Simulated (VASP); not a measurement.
# Ca (P6_3/mmc) in VASP: a series of runs

Runs on Ca. Level: PBE. Tasks: single point.

All numbers are computed with VASP 6.6.1; they aren't measurements. Logs are shortened: lines on timing, memory, paths and dates and some standing lists are left out, and cuts for length are marked.

## Step 1: Starting point

The structure is hexagonal, space group P6_3/mmc (No. 194). The conventional cell has a = 3.958 Å, b = 3.958 Å, c = 12.869 Å, α = 90.00°, β = 90.00°, γ = 120.00°. Ca (site symmetry -3m) is surrounded by 12 Ca at 3.95 to 3.96 Å. Ca (site symmetry -6m2) has 12 Ca at 3.95 to 3.96 Å as nearest neighbours.

This isn't the form of Ca at room conditions, which is fcc.

## Step 2: Single point, PBE

File INCAR:

```
  PREC = Accurate
  ENCUT = 520
  EDIFF = 1E-6
  ISMEAR = 0
  SIGMA = 0.1
  LREAL = False
  LASPH = True
  NELM = 100
  ALGO = Fast
  ISIF = 2
  LWAVE = False
  LCHARG = False
  GGA = PE
  NBANDS = 28
```

File KPOINTS:

```
regular mesh
0
Gamma
  6 6 2
```

File POSCAR:

```
Ca
1.0
    3.9575547823      0.0000000000      0.0000000000
   -1.9787773911      3.4273429783      0.0000000000
    0.0000000000      0.0000000000     12.8694210400
Ca
4
Direct
    0.0000000000      0.0000000000      0.0000000000
    0.3333333300      0.6666666700      0.2500000000
    0.0000000000      0.0000000000      0.5000000000
    0.6666666700      0.3333333300      0.7500000000
```

Potentials or basis: VASP PAW PBE potentials, release 64 (Ca_sv).

Run with:

```console
> cat potpaw_PBE.64/Ca_sv/POTCAR > POTCAR
> mpirun -np 1 vasp_std > vasp.out
```

OUTCAR:

```text
PREC = Accurate
   ENCUT = 520
   EDIFF = 1E-6
   ISMEAR = 0
   LREAL = False
   LASPH = True
   NELM = 100
   ISIF = 2
   GGA = PE

 ion  position               nearest neighbor table
   1  0.000  0.000  0.000-
   2  0.333  0.667  0.250-
   3  0.000  0.000  0.500-
   4  0.667  0.333  0.750-

  LATTYP: Found a hexagonal cell.
 ALAT       =     3.9575547823
 C/A-ratio  =     3.2518617550

  Lattice vectors:

 A1 = (   3.9575547823,   0.0000000000,   0.0000000000)
 A2 = (  -1.9787773911,   3.4273429783,   0.0000000000)
 A3 = (   0.0000000000,   0.0000000000,  12.8694210400)

Analysis of symmetry for initial positions (statically):
=====================================================================
 Subroutine PRICEL returns:
 Original cell was already a primitive cell.

 Routine SETGRP: Setting up the symmetry group for a
 hexagonal supercell.

 Subroutine GETGRP returns: Found 24 space group operations
 (whereof 12 operations were pure point group operations)
 out of a pool of 24 trial point group operations.

The static configuration has the point symmetry D_3d.
 The point group associated with its full space group is D_6h.

Analysis of symmetry for dynamics (positions and initial velocities):
=====================================================================
 Subroutine PRICEL returns:
 Original cell was already a primitive cell.

 Routine SETGRP: Setting up the symmetry group for a
 hexagonal supercell.

 Subroutine GETGRP returns: Found 24 space group operations
 (whereof 12 operations were pure point group operations)
 out of a pool of 24 trial point group operations.

The dynamic configuration has the point symmetry D_3d.
 The point group associated with its full space group is D_6h.

 Subroutine INISYM returns: Found 24 space group operations
 (whereof 12 operations are pure point group operations),
 and found     1 'primitive' translations

----------------------------------------------------------------------------------------

                                     Primitive cell

  volume of cell :     174.5595

  direct lattice vectors                    reciprocal lattice vectors
     3.957554782  0.000000000  0.000000000     0.252681278  0.145885604  0.000000000
    -1.978777391  3.427342978  0.000000000     0.000000000  0.291771208  0.000000000
     0.000000000  0.000000000 12.869421040     0.000000000  0.000000000  0.077703573

  length of vectors
     3.957554782  3.957554782 12.869421040     0.291771208  0.291771208  0.077703573

  position of ions in fractional coordinates (direct lattice)
     0.000000000  0.000000000  0.000000000
     0.333333330  0.666666670  0.250000000
     0.000000000  0.000000000  0.500000000
     0.666666670  0.333333330  0.750000000

  ion indices of the primitive-cell ions
   primitive index   ion index
                 1           1
                 2           2
                 3           3
                 4           4

----------------------------------------------------------------------------------------

 KPOINTS: regular mesh

Automatic generation of k-mesh.
 Grid dimensions read from file:
 generate k-points for:    6    6    2

 Generating k-lattice:

  Cartesian coordinates                     Fractional coordinates (reciprocal lattice)
     0.042113546  0.024314267  0.000000000     0.166666667  0.000000000  0.000000000
     0.000000000  0.048628535  0.000000000     0.000000000  0.166666667  0.000000000
     0.000000000  0.000000000  0.038851787     0.000000000  0.000000000  0.500000000

  Length of vectors
     0.048628535  0.048628535  0.038851787

  Shift w.r.t. Gamma in fractional coordinates (k-lattice)
     0.000000000  0.000000000  0.000000000

 Subroutine IBZKPT returns following result:
 ===========================================

 Found     14 irreducible k-points:

 Following reciprocal coordinates:
            Coordinates               Weight
  0.000000  0.000000  0.000000      1.000000
  0.166667  0.000000  0.000000      6.000000
  0.333333  0.000000  0.000000      6.000000
  0.500000  0.000000  0.000000      3.000000
  0.166667  0.166667  0.000000      6.000000
  0.333333  0.166667  0.000000     12.000000
  0.333333  0.333333  0.000000      2.000000
  0.000000  0.000000  0.500000      1.000000
  0.166667  0.000000  0.500000      6.000000
  0.333333  0.000000  0.500000      6.000000
  0.500000  0.000000  0.500000      3.000000
  0.166667  0.166667  0.500000      6.000000
  0.333333  0.166667  0.500000     12.000000
  0.333333  0.333333  0.500000      2.000000
   k-points           NKPTS =     14   k-points in BZ     NKDIM =     14   number of bands    NBANDS=     28
   number of dos      NEDOS =    301   number of ions     NIONS =      4
   total plane-waves  NPLWV =  86400
   dimension x,y,z NGX =    30 NGY =   30 NGZ =   96
   dimension x,y,z NGXF=    60 NGYF=   60 NGZF=  192
   ions per type =               4
   NGX,Y,Z   is equivalent  to a cutoff of  12.60, 12.60, 12.40 a.u.
   NGXF,Y,Z  is equivalent  to a cutoff of  25.20, 25.20, 24.80 a.u.
 SYSTEM =  unknown system
   PREC   = accura    normal or accurate (medium, high low for compatibility)
   ISTART =      0    job   : 0-new  1-cont  2-samecut
   ICHARG =      2    charge: 1-file 2-atom 10-const
   ISPIN  =      1    spin polarized calculation?
   LNONCOLLINEAR =      F non collinear calculations
   LSORBIT =      F    spin-orbit coupling
   LASPH  =      T    aspherical Exc in radial PAW
   ENCUT  =  520.0 eV  38.22 Ry    6.18 a.u.   7.36  7.36 23.93*2*pi/ulx,y,z
   NELM   =    100;   NELMIN=  2; NELMDL= -5     # of ELM steps
   EDIFF  = 0.1E-05   stopping-criterion for ELM
   LREAL  =      F    real-space projection
   EDIFFG = 0.1E-04   stopping-criterion for IOM
   NSW    =      0    number of steps for IOM
   IBRION =     -1    ionic relax: 0-MD 1-quasi-New 2-CG
   NFREE  =      0    steps in history (QN), initial steepest desc. (CG)
   ISIF   =      2    stress and relaxation
   ISYM   =      2    0-nonsym 1-usesym 2-fastsym
   POTIM  = 0.5000    time-step for ionic-motion
   TEBEG  =    0.0;   TEEND  =   0.0 temperature during run
   PSTRESS=    0.0 pullay stress
   NELECT =      40.0000    total number of electrons
   NUPDOWN=      -1.0000    fix difference up-down
   EMIN   =  10.00;   EMAX   =-10.00  energy-range for DOS
   EFERMI =   0.00;   METHOD = LEGACY
   ISMEAR =     0;   SIGMA  =   0.10  broadening in eV -4-tet -1-fermi 0-gaus
   EFERMI_NEDOS =   21; number of points for ismear=-14 and -15
   IALGO  =     68    algorithm
   IMIX   =      4    mixing-type and parameters
     AMIX     =   0.40;   BMIX     =  1.00
     AMIX_MAG =   1.60;   BMIX_MAG =  1.00
  volume/ion in A,a.u.               =      43.64       294.50
  Fermi-wavevector in a.u.,A,eV,Ry     =   1.001798  1.893124 13.654807  1.003600
  Thomas-Fermi vector in A             =   2.134244
   LORBIT       =      0    0 simple, 1 ext, 2 COOP (PROOUT), +10 PAW based schemes
   GGA     = PE    functional components
   LHFCALC =     F    Hartree Fock is set to
   AEXX    =    0.0000 exact exchange contribution
   IVDW    =     0    specifies the selected vdW correction
   LEPSILON=     F    determine dielectric tensor
   LRPA    =     F    only Hartree local field effects (RPA)
 non-spin polarized calculation
 RMM-DIIS sequential band-by-band and
 Gauss-broadening in eV      SIGMA  =   0.10
  energy-cutoff  :      520.00
  volume of cell :      174.56
 maximum number of plane-waves:      4764
 NGX is ok and might be reduce to    30
   NGX = 15   NGY = 15   NGZ = 47

 number of electron      39.9999994 magnetization

 Free energy of the ion-electron system (eV)
  ---------------------------------------------------
  ext. energy  EPLUGINS =         0.00000000
  ---------------------------------------------------
  free energy    TOTEN  =        -7.66242974 eV

  energy without entropy =       -7.62605490  energy(sigma->0) =       -7.64424232

 E-fermi :   1.8553     XC(G=0):  -7.6314

 val. band max:        1.8539329307   @ k =   0.1667   0.1667   0.0000
 cond. band min:       1.8914846486   @ k =   0.1667   0.1667   0.0000
 fundamental gap:      0.0375517179
 Fermi energy:         1.8552664120

 k-point     1 :       0.0000    0.0000    0.0000
  band No.  band energies     occupation
      1     -40.2522      2.00000
      2     -40.2463      2.00000
      3     -40.2462      2.00000
      4     -40.2404      2.00000
      5     -21.2911      2.00000
      6     -21.2308      2.00000
[... 20 lines left out ...]
     27       4.1713      0.00000
     28       4.2573      0.00000

 k-point     2 :       0.1667    0.0000    0.0000
  band No.  band energies     occupation
      1     -40.2496      2.00000
      2     -40.2445      2.00000
      3     -40.2443      2.00000
      4     -40.2392      2.00000
      5     -21.2808      2.00000
      6     -21.2376      2.00000
[... 20 lines left out ...]
     27       4.1740      0.00000
     28       4.2838      0.00000

 k-point     3 :       0.3333    0.0000    0.0000
  band No.  band energies     occupation
      1     -40.2440      2.00000
      2     -40.2407      2.00000
      3     -40.2406      2.00000
      4     -40.2372      2.00000
      5     -21.2737      2.00000
      6     -21.2733      2.00000
[... 20 lines left out ...]
     27       3.7544      0.00000
     28       3.9828      0.00000

 k-point     4 :       0.5000    0.0000    0.0000
  band No.  band energies     occupation
      1     -40.2407      2.00000
      2     -40.2388      2.00000
      3     -40.2387      2.00000
      4     -40.2368      2.00000
      5     -21.2954      2.00000
      6     -21.2930      2.00000
[... 20 lines left out ...]
     27       3.3700      0.00000
     28       3.9779      0.00000

 k-point     5 :       0.1667    0.1667    0.0000
  band No.  band energies     occupation
      1     -40.2455      2.00000
      2     -40.2416      2.00000
      3     -40.2415      2.00000
      4     -40.2376      2.00000
      5     -21.2633      2.00000
      6     -21.2578      2.00000
[... 20 lines left out ...]
     27       3.9988      0.00000
     28       4.0387      0.00000

 k-point     6 :       0.3333    0.1667    0.0000
  band No.  band energies     occupation
      1     -40.2407      2.00000
      2     -40.2388      2.00000
      3     -40.2387      2.00000
      4     -40.2368      2.00000
      5     -21.2831      2.00000
      6     -21.2809      2.00000
[... 20 lines left out ...]
     27       3.2633      0.00000
     28       3.7244      0.00000

 k-point     7 :       0.3333    0.3333    0.0000
  band No.  band energies     occupation
      1     -40.2379      2.00000
      2     -40.2379      2.00000
      3     -40.2377      2.00000
      4     -40.2377      2.00000
      5     -21.2713      2.00000
      6     -21.2629      2.00000
[... 20 lines left out ...]
     27       2.8680      0.00000
     28       3.2828      0.00000

 k-point     8 :       0.0000    0.0000    0.5000
  band No.  band energies     occupation
      1     -40.2504      2.00000
      2     -40.2504      2.00000
      3     -40.2421      2.00000
      4     -40.2421      2.00000
      5     -21.2733      2.00000
      6     -21.2733      2.00000
[... 20 lines left out ...]
     27       4.1329      0.00000
     28       4.2135      0.00000

 k-point     9 :       0.1667    0.0000    0.5000
  band No.  band energies     occupation
      1     -40.2481      2.00000
      2     -40.2481      2.00000
      3     -40.2407      2.00000
      4     -40.2407      2.00000
      5     -21.2677      2.00000
      6     -21.2677      2.00000
[... 20 lines left out ...]
     27       4.1167      0.00000
     28       4.3172      0.00000

 k-point    10 :       0.3333    0.0000    0.5000
  band No.  band energies     occupation
      1     -40.2430      2.00000
      2     -40.2430      2.00000
      3     -40.2382      2.00000
      4     -40.2382      2.00000
      5     -21.2725      2.00000
      6     -21.2725      2.00000
[... 20 lines left out ...]
     27       3.8266      0.00000
     28       3.8313      0.00000

 k-point    11 :       0.5000    0.0000    0.5000
  band No.  band energies     occupation
      1     -40.2401      2.00000
      2     -40.2401      2.00000
      3     -40.2374      2.00000
      4     -40.2374      2.00000
      5     -21.2899      2.00000
      6     -21.2899      2.00000
[... 20 lines left out ...]
     27       3.7252      0.00000
     28       3.7262      0.00000

 k-point    12 :       0.1667    0.1667    0.5000
  band No.  band energies     occupation
      1     -40.2443      2.00000
      2     -40.2443      2.00000
      3     -40.2388      2.00000
      4     -40.2388      2.00000
      5     -21.2649      2.00000
      6     -21.2649      2.00000
[... 20 lines left out ...]
     27       3.8580      0.00000
     28       3.8604      0.00000

 k-point    13 :       0.3333    0.1667    0.5000
  band No.  band energies     occupation
      1     -40.2401      2.00000
      2     -40.2401      2.00000
      3     -40.2374      2.00000
      4     -40.2374      2.00000
      5     -21.2784      2.00000
      6     -21.2784      2.00000
[... 20 lines left out ...]
     27       3.4916      0.00000
     28       3.4919      0.00000

 k-point    14 :       0.3333    0.3333    0.5000
  band No.  band energies     occupation
      1     -40.2379      2.00000
      2     -40.2379      2.00000
      3     -40.2377      2.00000
      4     -40.2377      2.00000
      5     -21.2693      2.00000
      6     -21.2693      2.00000
[... 20 lines left out ...]
     27       2.9250      0.00000
     28       2.9250      0.00000

------------------------ aborting loop because EDIFF is reached ----------------------------------------

  FORCE on cell =-STRESS in cart. coord.  units (eV):
  Direction    XX          YY          ZZ          XY          YZ          ZX
  --------------------------------------------------------------------------------------
  -------------------------------------------------------------------------------------
  Total       -0.7536573     -0.7536573     -0.1953182     -0.0000000      0.0000000      0.0000000
  in kB       -6.9173698     -6.9173698     -1.7927093     -0.0000000      0.0000000      0.0000000
  external PRESSURE =      -5.2091496 kB  Pullay stress =       0.0000000 kB

 VOLUME and BASIS-vectors are now :
 -----------------------------------------------------------------------------
  energy-cutoff  :      520.00
  volume of cell :      174.56
      direct lattice vectors                 reciprocal lattice vectors
     3.957554782  0.000000000  0.000000000     0.252681278  0.145885604  0.000000000
    -1.978777391  3.427342978  0.000000000     0.000000000  0.291771208  0.000000000
     0.000000000  0.000000000 12.869421040     0.000000000  0.000000000  0.077703573

 POSITION                                       TOTAL-FORCE (eV/Angst)
 -----------------------------------------------------------------------------------
      0.00000      0.00000      0.00000         0.000000      0.000000      0.000000
     -0.00000      2.28490      3.21736         0.000000     -0.000000     -0.000000
      0.00000      0.00000      6.43471         0.000000      0.000000      0.000000
      1.97878      1.14245      9.65207        -0.000000      0.000000      0.000000
 -----------------------------------------------------------------------------------
    total drift:                                0.000000     -0.000000      0.000000

  FREE ENERGIE OF THE ION-ELECTRON SYSTEM (eV)
  ---------------------------------------------------
  free  energy   TOTEN  =        -7.6624297427 eV

  energy  without entropy=       -7.6260548981  energy(sigma->0) =       -7.64424232
```

Wall time 1.8 min (1 thread of Intel Xeon Platinum 8488C (Sapphire Rapids), shared host); peak memory 0.29 GiB.

Results:

| Quantity | Value |
| --- | --- |
| Free energy | -7.6624 eV |
| Pressure | -0.5 GPa |
| Band gap on the k mesh | none (metal or under the smearing width) |

Levels at points of the mesh, in eV from the Fermi level:
| k point | band 18 | band 19 | band 20 | band 21 | band 22 | band 23 |
| --- | --- | --- | --- | --- | --- | --- |
| (0.00, 0.00, 0.00) | -2.99 | -2.99 | -0.99 | -0.19 | 1.39 | 1.41 |
| (0.50, 0.00, 0.00) | -0.84 | -0.66 | -0.55 | -0.03 | 0.05 | 0.47 |
| (0.00, 0.00, 0.50) | -3.73 | -1.91 | -1.91 | 0.57 | 0.57 | 2.03 |
| (0.50, 0.00, 0.50) | -0.96 | -0.64 | -0.64 | 0.07 | 0.07 | 0.47 |

## Step 3: Single point, PBE

This run uses another cell than the first one, of 42.23 Å³/atom, 0.968 times its volume.

File INCAR:

```
PREC = Accurate ; ENCUT = 520
EDIFF = 1E-7 ; ISMEAR = 0
SIGMA = 0.1 ; LREAL = False
LASPH = True ; NELM = 100
ALGO = Fast ; ISIF = 2
LWAVE = False ; LCHARG = False
GGA = PE ; NBANDS = 28
```

File KPOINTS:

```
Automatic mesh
0
Gamma
  12 12 4
```

File POSCAR:

```
Ca
1.0
    3.9022065300      0.0000000000      0.0000000000
   -1.9511032650      3.3794099858      0.0000000000
    0.0000000000      0.0000000000     12.8085574307
Ca
4
Direct
    0.0000000000      0.0000000000      0.0000000000
    0.3333333333      0.6666666667      0.2500000000
    0.0000000000      0.0000000000      0.5000000000
    0.6666666667      0.3333333333      0.7500000000
```

Potentials or basis: VASP PAW PBE potentials, release 64 (Ca_sv).

Run with:

```console
> cat potpaw_PBE.64/Ca_sv/POTCAR > POTCAR
> mpirun -np 1 vasp_std > vasp.out
```

It took 8.5 min on 1 thread of Intel Xeon Platinum 8488C (Sapphire Rapids), shared host; peak memory 0.4 GiB.

Results (log left out):

* Free energy: -7.7169 eV
* Pressure: 0.0 GPa
* Band gap on the k mesh: none (metal or under the smearing width)

Levels at points of the mesh, in eV from the Fermi level:
| k point | band 17 | band 18 | band 19 | band 20 | band 21 | band 22 | band 23 | band 24 |
| --- | --- | --- | --- | --- | --- | --- | --- | --- |
| (0.00, 0.00, 0.00) | -4.07 | -3.05 | -3.05 | -1.05 | -0.22 | 1.36 | 1.38 | 2.21 |
| (0.50, 0.00, 0.00) | -1.08 | -0.84 | -0.69 | -0.58 | -0.03 | 0.07 | 0.44 | 0.44 |
| (0.00, 0.00, 0.50) | -3.80 | -3.80 | -1.96 | -1.96 | 0.54 | 0.54 | 2.01 | 2.01 |
| (0.50, 0.00, 0.50) | -0.97 | -0.97 | -0.65 | -0.65 | 0.06 | 0.06 | 0.45 | 0.45 |

## Step 4: Single point, PBE

This run uses another cell than the first one, of 42.23 Å³/atom, 0.968 times its volume.

File INCAR:

```
  PREC = Accurate
  ENCUT = 520
  EDIFF = 1E-6
  ISMEAR = 0
  SIGMA = 0.1
  LREAL = False
  LASPH = True
  NELM = 100
  ALGO = Fast
  ISIF = 2
  LWAVE = False
  LCHARG = True
  GGA = PE
  LELF = True
  LVHAR = True
  NBANDS = 28
```

File KPOINTS:

```
regular mesh
0
Gamma
  12 12 4
```

POSCAR is that of step 3.

Run with:

```console
> cat potpaw_PBE.64/Ca_sv/POTCAR > POTCAR
> mpirun -np 1 vasp_std > vasp.out
```

Run time: 6.1 min. Hardware: 1 thread of Intel Xeon Platinum 8259CL at 2.50GHz (Skylake/Cascade Lake), shared host; peak memory 0.4 GiB.

It converged, with:

```
Free energy            : -7.7169 eV
Pressure               : 0.0 GPa
Band gap on the k mesh : none (metal or under the smearing width)
```

Levels at points of the mesh, in eV from the Fermi level:
```csv
k point,band 16,band 17,band 18,band 19,band 20,band 21,band 22,band 23,band 24,band 25
"(0.00, 0.00, 0.00)",-22.96,-4.07,-3.05,-3.05,-1.05,-0.22,1.36,1.38,2.21,2.23
"(0.50, 0.00, 0.00)",-22.99,-1.08,-0.84,-0.69,-0.58,-0.03,0.07,0.44,0.44,1.18
"(0.00, 0.00, 0.50)",-22.97,-3.80,-3.80,-1.96,-1.96,0.54,0.54,2.01,2.01,2.27
"(0.50, 0.00, 0.50)",-22.99,-0.97,-0.97,-0.65,-0.65,0.06,0.06,0.45,0.45,1.12
```

## Step 5: The runs side by side

| cell | k mesh | further INCAR settings | gap on the mesh (eV) | pressure (GPa) |
| --- | --- | --- | --- | --- |
| P6_3/mmc, 43.64 Å³/atom | 6 × 6 × 2 | ALGO = Fast; EDIFF = 1e-06; NBANDS = 28 | none | -0.5 |
| P6_3/mmc, 42.23 Å³/atom | 12 × 12 × 4 | ALGO = Fast; EDIFF = 1e-07; NBANDS = 28 | none | 0.0 |
| P6_3/mmc, 42.23 Å³/atom | 12 × 12 × 4 | ALGO = Fast; EDIFF = 1e-06; NBANDS = 28 | none | 0.0 |

Alike in all rows: task single point; level PBE; potentials or basis VASP PAW PBE potentials, release 64 (Ca_sv); no spin polarisation; cutoff (eV) 520; smearing gaussian 0.1 eV.

Every run on the cell as given and a fine mesh finds a metal.

Absolute energies hang on the potentials; compare differences alone.
